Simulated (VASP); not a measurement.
Here is a VASP 6.6.1 calculation.

Contents of INCAR:

```
SYSTEM = InAs
ALGO = Normal ; EDIFF = 1E-7
ENCUT = 520 ; GGA = PE
ISIF = 2 ; ISMEAR = 0
LASPH = .True. ; LCHARG = .False.
LREAL = .False. ; LWAVE = .False.
NBANDS = 16 ; NELM = 60
PREC = Accurate ; SIGMA = 0.02
```

File KPOINTS:

```
k-points
0
Gamma
  4 4 4
  0 0 0
```

The input POSCAR:

```
InAs
1.0
    0.0000000000      3.0180000000      3.0180000000
    3.0180000000      0.0000000000      3.0180000000
    3.0180000000      3.0180000000      0.0000000000
In As
1 1
Direct
    0.0000000000      0.0000000000      0.0000000000
    0.2500000000      0.2500000000      0.2500000000
```

Potentials or basis: VASP PAW PBE potentials, release 64 (In_d, As).

The run is started by

```console
$ cat potpaw_PBE.64/In_d/POTCAR potpaw_PBE.64/As/POTCAR > POTCAR
$ mpirun -np 1 vasp_std > vasp.out
```

(1) Estimate the pressure.

(2) What does it give for the band gap on the k mesh?

## Answers

(1) 4.9 GPa.

(2) none (metal or under the smearing width).

Caveat: the k mesh is coarse (spacing up to 0.45 Å⁻¹), so the values aren't converged; this crystal is a semiconductor, whose small gap the functional closes, so the metal is an error of the method.
